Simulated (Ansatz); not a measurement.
Set up this calculation in Ansatz 0.2.0, as the native input.

* Task: single point
* Functional: PBE
* Potentials or basis: all-electron PAW datasets made for the crystal
* Cutoff: 240 eV (chosen from the basis error)
* k mesh: 6 × 6 × 6
* Occupations: fermi-dirac, width 0.05 eV
* Spin: no spin polarisation

Crystal: SnTe.

```
Te Sn
1.0
     0.00000    3.61115    3.61115
     3.61115    0.00000    3.61115
     3.61115    3.61115    0.00000
Te Sn
1 1
Direct
  0.25000 0.25000 0.25000
  0.00000 0.00000 0.00000
```

Measurements of this composition are mostly on another form, of space group No. 225.

These files were run (other wordings do the same):

input.yaml

```yaml
crystal:
  lattice:
    - [0.0, 3.611146, 3.611146]
    - [3.611146, 0.0, 3.611146]
    - [3.611146, 3.611146, 0.0]
  atoms:
    - { symbol: Te, position: [0.25, 0.25, 0.25] }
    - { symbol: Sn, position: [0.0, 0.0, 0.0] }
kpoints:
  mp_grid: { grid: [6, 6, 6] }
scf:
  occupations: { method: fermi_dirac, width: 0.05 }
hamiltonian:
  xc: pbe
  pseudopotentials: { kind: all_electron, datasets: crystal }
output:
  forces: true
  stress: true
  eigenvalues: true
```

Potentials or basis: all-electron PAW datasets made for the crystal.

Run with:

```console
$ ansatz run input.yaml --threads 1 --pin off --max-ram 3072MiB --backend cpu --events-out ev --progress --plain --runs-dir out
```

It gave:

- Pressure: 0.0 GPa
- Band gap on the k mesh: 0.28 eV, indirect (least direct gap 0.80 eV)

Caveat: spin-orbit coupling is left out, which moves the levels of the heavy elements.

It took 6.1 s on 1 thread of AMD EPYC 7R43 64-Core Processor (Zen 3), on a shared host, peak memory 0.51 GiB.
